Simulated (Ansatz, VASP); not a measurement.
**One calculation of I, two programs**

The input run.py:

```python
from ase.calculators.vasp import Vasp
from ase.dft.bandgap import bandgap
from ase.io import read

atoms = read('I.xyz')
calc = Vasp(
    directory='calc',
    xc='rpbe',
    pp='PBE',
    setups='gw',
    prec='Accurate',
    encut=550,
    ediff=1e-06,
    ismear=0,
    sigma=0.05,
    lreal=False,
    lasph=True,
    nelm=100,
    algo='Normal',
    isif=2,
    lwave=False,
    lcharg=False,
    kpts=[9, 9, 9],
    gamma=True,
)
atoms.calc = calc

print('energy (eV):', atoms.get_potential_energy())
print('free energy (eV):', atoms.get_potential_energy(force_consistent=True))
print('forces (eV/A):')
print(atoms.get_forces())
print('stress (eV/A^3, Voigt):', atoms.get_stress())
print('Fermi level (eV):', calc.get_fermi_level())
gap, top, bottom = bandgap(calc)
print('band gap (eV):', gap, 'from (spin, k, band)', top, 'to', bottom)
```

File I.xyz:

```xyz
1
Lattice="0.0000000000 2.3656004428 3.9098401324 2.1922454667 0.0000000000 3.9098401324 2.1922454667 2.3656004428 0.0000000000" Properties=species:S:1:pos:R:3 pbc="T T T"
I      0.0000000000      0.0000000000      0.0000000000
```

input.yaml

```yaml
crystal:
  lattice:
    - [0.0, 2.3656004428, 3.9098401324]
    - [2.1922454667, 0.0, 3.9098401324]
    - [2.1922454667, 2.3656004428, 0.0]
  atoms:
    - { symbol: I, position: [0.0, 0.0, 0.0] }
hamiltonian:
  xc: rpbe
  pseudopotentials: { kind: paw }
kpoints:
  mp_grid: { grid: [9, 9, 9] }
scf:
  occupations: { method: gaussian, width: 0.05 }
output:
  forces: true
  stress: true
  eigenvalues: true
```

Alike in both runs: task single point; functional RPBE; k mesh 9 × 9 × 9; occupations gaussian, width 0.05 eV; no spin polarisation.

```csv
,VASP,Ansatz
version,VASP 6.6.1,Ansatz 0.2.0
potentials or method,"VASP PAW PBE potentials, release 64 (I_GW)",Ansatz PAW
plane-wave cutoff (eV),550,420
valence electrons in the cell,7,17
```

VASP gave:

```
gap on the k mesh at the Fermi level (eV)       : none
pressure (GPa)                                  : 1.7
largest component of the traceless stress (GPa) : 0.34
```

**Question.** What did Ansatz give for the same quantities?

**Answer.** gap on the k mesh at the Fermi level (eV): none; pressure (GPa): 1.8; largest component of the traceless stress (GPa): 0.24.

A gap of «none» marks a metal or a gap that the smearing closes. The two sets of potentials don't hold the same shells in valence.

Caveats: an odd number of electrons without spin polarisation forces a metal; a magnetic or distorted state may lie lower; the PAW data sets were made with another functional, which shifts forces and pressure a little (VASP); the PAW data sets come from PBE, with cores solved anew for the run's functional, which leaves a small shift of forces and pressure (Ansatz). Spin-orbit coupling is left out, which matters for the levels of I.
